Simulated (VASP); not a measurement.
# Cu (Fm-3m) in VASP: notebook

Runs on Cu. Level: PBE. Tasks: relaxation of cell and atoms.

All numbers are computed with VASP 6.6.1; they aren't measurements. Logs are shortened: lines on timing, memory, paths and dates and some standing lists are left out, and cuts for length are marked.

## Step 1: Starting point

Symmetry: Fm-3m, No. 225, cubic system. Conventional cell: a = 3.615 Å, b = 3.615 Å, c = 3.615 Å, α = 90.00°, β = 90.00°, γ = 90.00°. Cu (site symmetry m-3m) is surrounded by 12 Cu at 2.56 Å.

## Step 2: Relaxation of cell and atoms, PBE, target pressure 21.1 GPa, at which the enthalpy is minimised

Contents of INCAR:

```
SYSTEM = Cu
PREC     = Accurate       ! precision mode
ENCUT    = 520            ! plane-wave cutoff, eV
EDIFF    = 1E-7           ! SCF threshold, eV
ISMEAR   = 0              ! smearing method
SIGMA    = 0.1            ! smearing width, eV
LREAL    = .False.        ! projectors in reciprocal space
LASPH    = .True.         ! aspherical terms in the spheres
NELM     = 80             ! most SCF steps
ALGO     = Fast           ! electronic algorithm
ISIF     = 3              ! what is computed and relaxed
LWAVE    = .False.        ! write WAVECAR
LCHARG   = .False.        ! write CHGCAR
GGA      = PE             ! functional
IBRION   = 2              ! ionic algorithm
NSW      = 80             ! ionic steps
EDIFFG   = -0.002         ! ionic threshold
PSTRESS  = 211.0
```

Contents of KPOINTS:

```
Automatic mesh
0
Gamma
  28 28 28
  0 0 0
```

Contents of POSCAR:

```
Cu
1.0
    0.0000000000      1.8075000000      1.8075000000
    1.8075000000      0.0000000000      1.8075000000
    1.8075000000      1.8075000000      0.0000000000
Cu
1
Direct
    0.0000000000      0.0000000000      0.0000000000
```

Potentials or basis: VASP PAW PBE potentials, release 64 (Cu).

Started as:

```console
$ cat potpaw_PBE.64/Cu/POTCAR > POTCAR
$ mpirun -np 1 vasp_std > vasp.out
```

OUTCAR:

```text
SYSTEM = Cu
   PREC = Accurate
   ENCUT = 520
   EDIFF = 1E-7
   ISMEAR = 0
   LREAL = .False.
   LASPH = .True.
   NELM = 80
   ISIF = 3
   GGA = PE
   IBRION = 2
   NSW = 80
   EDIFFG = -0.002
   PSTRESS = 211.0

 ion  position               nearest neighbor table
   1  0.000  0.000  0.000-

  LATTYP: Found a face centered cubic cell.
 ALAT       =     3.6150000000

  Lattice vectors:

 A1 = (   0.0000000000,   1.8075000000,   1.8075000000)
 A2 = (   1.8075000000,   0.0000000000,   1.8075000000)
 A3 = (   1.8075000000,   1.8075000000,   0.0000000000)

Analysis of symmetry for initial positions (statically):
=====================================================================
 Subroutine PRICEL returns:
 Original cell was already a primitive cell.

 Routine SETGRP: Setting up the symmetry group for a
 face centered cubic supercell.

 Subroutine GETGRP returns: Found 48 space group operations
 (whereof 48 operations were pure point group operations)
 out of a pool of 48 trial point group operations.

The static configuration has the point symmetry O_h .

Analysis of symmetry for dynamics (positions and initial velocities):
=====================================================================
 Subroutine PRICEL returns:
 Original cell was already a primitive cell.

 Routine SETGRP: Setting up the symmetry group for a
 face centered cubic supercell.

 Subroutine GETGRP returns: Found 48 space group operations
 (whereof 48 operations were pure point group operations)
 out of a pool of 48 trial point group operations.

The dynamic configuration has the point symmetry O_h .

 Subroutine INISYM returns: Found 48 space group operations
 (whereof 48 operations are pure point group operations),
 and found     1 'primitive' translations

----------------------------------------------------------------------------------------

                                     Primitive cell

  volume of cell :      11.8104

  direct lattice vectors                    reciprocal lattice vectors
     0.000000000  1.807500000  1.807500000    -0.276625173  0.276625173  0.276625173
     1.807500000  0.000000000  1.807500000     0.276625173 -0.276625173  0.276625173
     1.807500000  1.807500000  0.000000000     0.276625173  0.276625173 -0.276625173

  length of vectors
     2.556191014  2.556191014  2.556191014     0.479128854  0.479128854  0.479128854

  position of ions in fractional coordinates (direct lattice)
     0.000000000  0.000000000  0.000000000

  ion indices of the primitive-cell ions
   primitive index   ion index
                 1           1

----------------------------------------------------------------------------------------

 KPOINTS: Automatic mesh

Automatic generation of k-mesh.
 Grid dimensions read from file:
 generate k-points for:   28   28   28

 Generating k-lattice:

  Cartesian coordinates                     Fractional coordinates (reciprocal lattice)
    -0.009879470  0.009879470  0.009879470     0.035714286  0.000000000  0.000000000
     0.009879470 -0.009879470  0.009879470     0.000000000  0.035714286  0.000000000
     0.009879470  0.009879470 -0.009879470     0.000000000  0.000000000  0.035714286

  Length of vectors
     0.017111745  0.017111745  0.017111745

  Shift w.r.t. Gamma in fractional coordinates (k-lattice)
     0.000000000  0.000000000  0.000000000

 Subroutine IBZKPT returns following result:
 ===========================================

 Found    624 irreducible k-points:

 Following reciprocal coordinates:
            Coordinates               Weight
  0.000000  0.000000  0.000000      1.000000
  0.035714  0.000000  0.000000      8.000000
  0.071429  0.000000  0.000000      8.000000
  0.107143  0.000000  0.000000      8.000000
  0.142857  0.000000  0.000000      8.000000
  0.178571  0.000000  0.000000      8.000000
[... 16 lines left out ...]
  0.285714  0.035714  0.000000     24.000000
  0.321429  0.035714  0.000000     24.000000
 [... further k-points ...]
   k-points           NKPTS =    624   k-points in BZ     NKDIM =    624   number of bands    NBANDS=      9
   number of dos      NEDOS =    301   number of ions     NIONS =      1
   total plane-waves  NPLWV =   8000
   dimension x,y,z NGX =    20 NGY =   20 NGZ =   20
   dimension x,y,z NGXF=    40 NGYF=   40 NGZF=   40
   ions per type =               1
   NGX,Y,Z   is equivalent  to a cutoff of  13.01, 13.01, 13.01 a.u.
   NGXF,Y,Z  is equivalent  to a cutoff of  26.01, 26.01, 26.01 a.u.
 SYSTEM =  Cu
   PREC   = accura    normal or accurate (medium, high low for compatibility)
   ISTART =      0    job   : 0-new  1-cont  2-samecut
   ICHARG =      2    charge: 1-file 2-atom 10-const
   ISPIN  =      1    spin polarized calculation?
   LNONCOLLINEAR =      F non collinear calculations
   LSORBIT =      F    spin-orbit coupling
   LASPH  =      T    aspherical Exc in radial PAW
   ENCUT  =  520.0 eV  38.22 Ry    6.18 a.u.   4.75  4.75  4.75*2*pi/ulx,y,z
   NELM   =     80;   NELMIN=  2; NELMDL= -5     # of ELM steps
   EDIFF  = 0.1E-06   stopping-criterion for ELM
   LREAL  =      F    real-space projection
   EDIFFG = -.2E-02   stopping-criterion for IOM
   NSW    =     80    number of steps for IOM
   IBRION =      2    ionic relax: 0-MD 1-quasi-New 2-CG
   NFREE  =      1    steps in history (QN), initial steepest desc. (CG)
   ISIF   =      3    stress and relaxation
   ISYM   =      2    0-nonsym 1-usesym 2-fastsym
   POTIM  = 0.5000    time-step for ionic-motion
   TEBEG  =    0.0;   TEEND  =   0.0 temperature during run
   PSTRESS=  211.0 pullay stress
   NELECT =      11.0000    total number of electrons
   NUPDOWN=      -1.0000    fix difference up-down
   EMIN   =  10.00;   EMAX   =-10.00  energy-range for DOS
   EFERMI =   0.00;   METHOD = LEGACY
   ISMEAR =     0;   SIGMA  =   0.10  broadening in eV -4-tet -1-fermi 0-gaus
   EFERMI_NEDOS =   21; number of points for ismear=-14 and -15
   IALGO  =     68    algorithm
   IMIX   =      4    mixing-type and parameters
     AMIX     =   0.40;   BMIX     =  1.00
     AMIX_MAG =   1.60;   BMIX_MAG =  1.00
  volume/ion in A,a.u.               =      11.81        79.70
  Fermi-wavevector in a.u.,A,eV,Ry     =   1.598763  3.021224 34.777078  2.556043
  Thomas-Fermi vector in A             =   2.696162
   LORBIT       =      0    0 simple, 1 ext, 2 COOP (PROOUT), +10 PAW based schemes
   GGA     = PE    functional components
   LHFCALC =     F    Hartree Fock is set to
   AEXX    =    0.0000 exact exchange contribution
   IVDW    =     0    specifies the selected vdW correction
   LEPSILON=     F    determine dielectric tensor
   LRPA    =     F    only Hartree local field effects (RPA)
 conjugate gradient relaxation of ions
 non-spin polarized calculation
 RMM-DIIS sequential band-by-band and
 Gauss-broadening in eV      SIGMA  =   0.10
  energy-cutoff  :      520.00
  volume of cell :       11.81
 maximum number of plane-waves:       332
   NGX =  9   NGY =  9   NGZ =  9

--------------------------------------- Ionic step        1  -------------------------------------------

 number of electron      11.0000001 magnetization

 Free energy of the ion-electron system (eV)
  ---------------------------------------------------
  ext. energy  EPLUGINS =         0.00000000
  ---------------------------------------------------
  free energy    TOTEN  =        -3.72769313 eV

  energy without entropy =       -3.72651568  energy(sigma->0) =       -3.72710440

------------------------ aborting loop because EDIFF is reached ----------------------------------------

  FORCE on cell =-STRESS in cart. coord.  units (eV):
  Direction    XX          YY          ZZ          XY          YZ          ZX
  --------------------------------------------------------------------------------------
  -------------------------------------------------------------------------------------
  Total        0.1860799      0.1860799      0.1860799     -0.0000000     -0.0000000      0.0000000
  in kB       25.2432444     25.2432444     25.2432444     -0.0000000     -0.0000000      0.0000000
  external PRESSURE =    -185.7567556 kB  Pullay stress =     211.0000000 kB
[... 24 lines left out ...]
--------------------------------------- Ionic step        2  -------------------------------------------

 number of electron      11.0000008 magnetization

 E-fermi :  10.4908     XC(G=0): -13.9622

 val. band max:       10.4694916715   @ k =   0.4286   0.4286   0.0000
 cond. band min:      10.4958736421   @ k =  -0.4643   0.1071   0.0000
 fundamental gap:      0.0263819705
 Fermi energy:        10.4907804851

 k-point     1 :       0.0000    0.0000    0.0000
  band No.  band energies     occupation
      1      -0.6064      2.00000
      2       6.6790      2.00000
      3       6.6790      2.00000
      4       6.6790      2.00000
      5       7.8089      2.00000
      6       7.8089      2.00000
      7      34.6190      0.00000
      8      38.9277      0.00000
      9      38.9277      0.00000
[... 265 lines left out ...]
 k-point    24 :       0.3214    0.0357    0.0000
  band No.  band energies     occupation
      1       2.8459      2.00000
      2       6.4135      2.00000
      3       6.8015      2.00000
      4       6.8406      2.00000
      5       8.0871      2.00000
      6       8.2033      2.00000
      7      21.6956      0.00000
      8      35.7954      0.00000
      9      50.7327      0.00000

 [... further k-points ...]

------------------------ aborting loop because EDIFF is reached ----------------------------------------

  FORCE on cell =-STRESS in cart. coord.  units (eV):
  Direction    XX          YY          ZZ          XY          YZ          ZX
  --------------------------------------------------------------------------------------
  -------------------------------------------------------------------------------------
  Total        3.2248158      3.2248158      3.2248158     -0.0000000      0.0000000      0.0000000
  in kB      537.0217375    537.0217375    537.0217375     -0.0000000      0.0000000      0.0000000
  external PRESSURE =     326.0217375 kB  Pullay stress =     211.0000000 kB
[... 57 lines left out ...]
  energy  without entropy=       -3.6541959580  energy(sigma->0) =       -3.65471530

  enthalpy is  TOTEN    =        -2.2431162183 eV   P V=        1.4121184328

[... ionic steps 4 to 8 ...]

--------------------------------------- Ionic step        9  -------------------------------------------

 number of electron      10.9999990 magnetization

------------------------ aborting loop because EDIFF is reached ----------------------------------------
[... 69 lines left out ...]
--------------------------------------- Ionic step       11  -------------------------------------------

 number of electron      10.9999990 magnetization

 Free energy of the ion-electron system (eV)
  ---------------------------------------------------
  ext. energy  EPLUGINS =         0.00000000
  ---------------------------------------------------
  free energy    TOTEN  =        -3.65354875 eV

  energy without entropy =       -3.65250997  energy(sigma->0) =       -3.65302936

 E-fermi :   8.8950     XC(G=0): -13.3043

 val. band max:        8.8857629533   @ k =   0.4643   0.2143   0.0000
 cond. band min:       8.9063957192   @ k =   0.5000   0.2143   0.0714
 fundamental gap:      0.0206327659
 Fermi energy:         8.8949595837

 k-point     1 :       0.0000    0.0000    0.0000
  band No.  band energies     occupation
      1      -1.2595      2.00000
      2       5.5168      2.00000
      3       5.5168      2.00000
      4       5.5168      2.00000
      5       6.4738      2.00000
      6       6.4738      2.00000
      7      32.2336      0.00000
      8      35.6557      0.00000
      9      35.6557      0.00000
[... 265 lines left out ...]
 k-point    24 :       0.3214    0.0357    0.0000
  band No.  band energies     occupation
      1       1.9888      2.00000
      2       5.3042      2.00000
      3       5.6243      2.00000
      4       5.6568      2.00000
      5       6.7144      2.00000
      6       6.8110      2.00000
      7      19.2740      0.00000
      8      31.2987      0.00000
      9      31.6856      0.00000

 [... further k-points ...]

------------------------ aborting loop because EDIFF is reached ----------------------------------------

  FORCE on cell =-STRESS in cart. coord.  units (eV):
  Direction    XX          YY          ZZ          XY          YZ          ZX
  --------------------------------------------------------------------------------------
  -------------------------------------------------------------------------------------
  Total        1.4093085      1.4093085      1.4093085      0.0000000      0.0000000      0.0000000
  in kB      210.8342240    210.8342240    210.8342240      0.0000000      0.0000000      0.0000000
  external PRESSURE =      -0.1657760 kB  Pullay stress =     211.0000000 kB
[... 20 lines left out ...]
  energy  without entropy=       -3.6525099674  energy(sigma->0) =       -3.65302936

  enthalpy is  TOTEN    =        -2.2431321835 eV   P V=        1.4104165701

 reached required accuracy - stopping structural energy minimisation
```

Wall time 5.6 min (1 thread of Intel Xeon Platinum 8259CL at 2.50GHz (Skylake/Cascade Lake), shared host); peak memory 0.21 GiB.

What came out:

```
Free energy                                            : -3.6535 eV
Relaxed volume                                         : 10.71 Å³/atom
Relaxed cell                                           : a = 2.474 Å, b = 2.474 Å, c = 2.474 Å, α = 60.00°, β = 60.00°, γ = 60.00°
Space group after relaxing (to 0.05 Å)                 : Fm-3m (No. 225)
Energy change on relaxing (the enthalpy is what falls) : +74.1 meV/atom
Ionic steps                                            : 11
Pressure after relaxing                                : 21.1 GPa
Band gap on the k mesh                                 : none (metal or under the smearing width)
```

Step by step:
```csv
step,energy change (eV),largest force (eV/Å),pressure (GPa),volume (Å³)
1,0.0000,0.0000,2.52,11.81
2,0.3166,0.0000,53.70,9.62
3,0.0725,0.0000,20.76,10.72
4,0.0752,0.0000,21.30,10.70
5,0.0727,0.0000,20.87,10.72
6,0.0745,0.0000,21.18,10.71
7,0.0741,0.0000,21.06,10.71
8,0.0742,0.0000,21.29,10.71
9,0.0741,0.0000,20.89,10.71
10,0.0742,0.0000,21.16,10.71
11,0.0741,0.0000,21.08,10.71
```

Final structure:
```
Cu
1.0
     0.00000    1.74950    1.74950
     1.74950    0.00000    1.74950
     1.74950    1.74950    0.00000
Cu
1
Cartesian
  0.0000 0.0000 0.0000
```

Caveat: the cell is relaxed towards a set pressure, so the enthalpy falls and the energy may rise.

## Step 3: Relaxation of cell and atoms, PBE, target pressure 21.1 GPa, at which the enthalpy is minimised

This run uses another cell than the first one, of 10.71 Å³/atom, 0.907 times its volume.

INCAR is that of step 2.

KPOINTS is that of step 2.

Contents of POSCAR:

```
Cu                                      
1.0
   -0.0000000000      1.7495049583      1.7495049583
    1.7495049583      0.0000000000      1.7495049583
    1.7495049583      1.7495049583     -0.0000000000
  Cu            
     1
Direct
     0.0000000000000000    0.0000000000000000    0.0000000000000000
```

Potentials or basis: VASP PAW PBE potentials, release 64 (Cu).

Started as:

```console
$ cat potpaw_PBE.64/Cu/POTCAR > POTCAR
$ mpirun -np 1 vasp_std > vasp.out
```

Run time: 2.1 min. Hardware: 1 thread of Intel Xeon Platinum 8259CL at 2.50GHz (Skylake/Cascade Lake), shared host; peak memory 0.19 GiB.

It converged, with:

```
Free energy                                            : -3.6533 eV
Relaxed volume                                         : 10.71 Å³/atom
Relaxed cell                                           : a = 2.474 Å, b = 2.474 Å, c = 2.474 Å, α = 60.00°, β = 60.00°, γ = 60.00°
Space group after relaxing (to 0.05 Å)                 : Fm-3m (No. 225)
Energy change on relaxing (the enthalpy is what falls) : -0.2 meV/atom
Ionic steps                                            : 5
Pressure after relaxing                                : 21.1 GPa
Band gap on the k mesh                                 : none (metal or under the smearing width)
```

Step by step:
```csv
step,energy change (eV),largest force (eV/Å),pressure (GPa),volume (Å³)
1,0.0000,0.0000,21.41,10.71
2,-0.0042,0.0000,20.15,10.74
3,-0.0006,0.0000,20.90,10.71
4,-0.0003,0.0000,20.87,10.71
5,-0.0002,0.0000,21.12,10.71
```

Final structure:
```
Cu
1.0
     0.00000    1.74958    1.74958
     1.74958    0.00000    1.74958
     1.74958    1.74958    0.00000
Cu
1
Direct
  0.00000 0.00000 0.00000
```

Levels at points of the mesh, in eV from the Fermi level:
```tsv
k point	band 3	band 4	band 5	band 6	band 7	band 8	band 9
(0.00, 0.00, 0.00)	-3.38	-3.38	-2.42	-2.42	23.34	26.76	26.76
(0.50, 0.00, 0.00)	-3.42	-1.76	-1.76	-1.33	4.25	21.78	23.61
(0.50, 0.50, 0.00)	-1.78	-1.60	-1.60	1.40	7.79	13.83	13.83
```

Caveat: the cell is relaxed towards a set pressure, so the enthalpy falls and the energy may rise.
